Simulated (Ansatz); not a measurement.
## Ce under compression and expansion

```xyz
2
Lattice="3.1635 0.0000 0.0000 -1.5818 2.7397 0.0000 0.0000 0.0000 5.8662" Properties=species:S:1:pos:R:3 pbc="T T T"
Ce    0.0000    1.8265    1.4665
Ce    1.5818    0.9132    4.3996
```

Structure from Materials Project entry mp-20736 (possibly hypothetical), not relaxed further.

Where the f shell is localised, expect the real compound to differ from this run without U.

No spin–orbit coupling, which matters for the heavy atoms here.

Methods: DFT, LDA, all-electron LAPW, scalar-relativistic (Ansatz 0.2.0); DFT, LDA, PAW with Ansatz's default frozen-core files, scalar-relativistic (Ansatz 0.2.0).

For LAPW: a Γ-centred 15×15×7 k mesh, Fermi–Dirac smearing of 0.05 eV, basis error target 0.25 meV/atom, no spin polarisation. PAW takes a cutoff of 420 eV at this cell (files made with PBE, cores remade for this functional). The Ansatz runs share mesh, smearing and spin set-up. Plane-wave (PAW) pressures include the program's estimate of the Pulay term.

The cell above is scaled evenly, with fractional coordinates and shape held.

| V/V(cell) | V (Å³/atom) | P, LAPW (GPa) | P, PAW (GPa) |
| --- | --- | --- | --- |
| 0.9405 | 23.908 | -2.68 | -2.66 |
| 0.9800 | 24.912 | -4.06 | -4.05 |
| 1.0000 | 25.421 | -4.66 | -4.64 |
| 1.0200 | 25.929 | -5.20 | -5.18 |
| 1.0600 | 26.946 | -6.11 | -6.09 |
